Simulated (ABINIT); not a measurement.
AlFe:

```xyz
2
Lattice="2.9100 0.0000 0.0000 0.0000 2.9100 0.0000 0.0000 0.0000 2.9100" Properties=species:S:1:pos:R:3 pbc="T T T"
Fe    1.4550    1.4550    1.4550
Al    0.0000    0.0000    0.0000
```

Base run:

```yaml
Program: ABINIT 10.8.3 (patched build)
Functional: PBE
Potentials_or_basis: JTH PAW PBE v2.0
Cutoff: 707 eV
k_mesh: 9 × 9 × 9
Occupations: fermi-dirac, width 0.05 eV
Spin: collinear spin, ferromagnetic start
Starting_moments: "[3.0, 0.0] μB"
```

Its results: band gap on the k mesh none (metal or under the smearing width); pressure -6.4 GPa; net moment 0.67 μB per cell; site moments Fe +0.71; Al -0.02 μB.

Task: The run is repeated on the same cell with these changes: k mesh from 9 × 9 × 9 to 5 × 5 × 5. What comes out?

Result: Band gap on the k mesh none (metal or under the smearing width); pressure -5.5 GPa; net moment 0.87 μB per cell; site moments Fe +0.92; Al -0.03 μB.

Caveats: some runs use coarse meshes.

Not every run made on this cell is shown here.
